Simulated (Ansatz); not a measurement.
## SiC (F-43m), ideal shear of a crystal plane

Theory: DFT PBE, scalar-relativistic, plane waves, PAW (Ansatz 0.2.0). The runs took a 420 eV cutoff, a Γ-centred 10×10×2 mesh and Gaussian smearing (0.05 eV). No spin polarisation. Energies are free energies at this smearing, counted from the undisturbed cell; pressure is positive in compression.

Reference structure (relaxed at this level):

```
Si C
1.0
     2.18986   -2.18986    0.00000
     2.18986    0.00000   -2.18986
     8.75946    8.75946    8.75946
Si C
6 6
Direct
  0.00000 0.00000 0.39580
  0.33333 0.33333 0.22913
  0.66667 0.66667 0.56247
  0.00000 0.00000 0.89580
  0.33333 0.33333 0.72913
  0.66667 0.66667 0.06247
  0.66667 0.66667 0.43747
  0.00000 0.00000 0.27080
  0.33333 0.33333 0.60413
  0.66667 0.66667 0.93747
  0.00000 0.00000 0.77080
  0.33333 0.33333 0.10413
```

The cut lies on the cell's a–b face, a (1 -1 1) plane (indices in the standard cell, whose axes needn't be the Cartesian ones shown) of area 8.31 Å², between layers 1.90 Å apart. Vector c is tilted by f times 1·a + 1·b (length 5.364 Å) with the atoms' Cartesian places fixed: one unrelaxed fault a cell. The traction is dγ/du, the slope of γ against the slip u in Å.

```
     f  γ (mJ/m²) traction (GPa)
0.0000          0             0.0
0.0833        630            28.6
0.1667       2463            50.4
0.2500       4756            46.9
0.3333       6008             0.0
0.4167       5007           -31.6
0.5000       3827           -17.8
0.5833       3488             1.1
0.6667       3609             0.0
0.7500       3192           -20.2
0.8333       1893           -34.0
0.9167        545           -23.1
```

Q: Read off the first barrier and the stress needed to climb it, and compare with Frenkel's sinusoid.

A: The first sampled maximum lies at f = 0.333, a slip of 1.79 Å, with γ ≈ 6008 mJ/m², which stands in for the unstable fault energy γ_us, and the steepest sampled slope before it is 50.4 GPa. A sinusoid γ = γ_us sin²(πu/λ) with its maximum there has λ = 3.58 Å and a largest slope πγ_us/λ = 52.8 GPa (1 mJ/m² per Å = 0.01 GPa). The stand-in is too high: a rotation axis of order three or more passes through this point, so the curvature is the same in every direction of the plane and the point is a peak of the γ-surface, which slip goes round.

Q: Is there a metastable fault on this line?

A: The samples dip to a local minimum of 3488 mJ/m² at f = 0.583. It lies off the rotation axes, between two maxima that lie on them, so it is most likely the pass between two peaks of the γ-surface: a saddle for slip across the line, a better estimate of γ_us, and no metastable fault.

The cut is rigid; relaxing the faces lowers these energies and usually the stresses.

Cost: 12 runs of about 2.3 core-minutes in all, on Intel Xeon 6975P-C (Granite Rapids) (shared hosts).